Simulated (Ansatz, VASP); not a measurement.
Cs: VASP beside Ansatz

```xyz
1
Lattice="3.4609 0.0000 0.0000 0.0000 3.4609 0.0000 0.0000 0.0000 3.4609" Properties=species:S:1:pos:R:3 pbc="T T T"
Cs    0.0000    0.0000    0.0000
```

Change from the starting cell: volume scaled by 0.4, PAW files.

Alike in both runs: task single point; functional LDA; k mesh 8 × 8 × 8; occupations fermi-dirac, width 0.1 eV; no spin polarisation.

```csv
,VASP,Ansatz
version,VASP 6.6.1,Ansatz 0.2.0
potentials or method,"VASP PAW LDA potentials, release 64 (Cs_sv)","PAW with Ansatz's default frozen-core files, scalar-relativistic"
plane-wave cutoff (eV),520,420
valence electrons in the cell,9,9
```

|  | VASP | Ansatz | Ansatz less VASP |
| --- | --- | --- | --- |
| pressure (GPa) | 3.8 | 3.6 | -0.21 |

Spin-orbit coupling is left out, which matters for the levels of Cs.
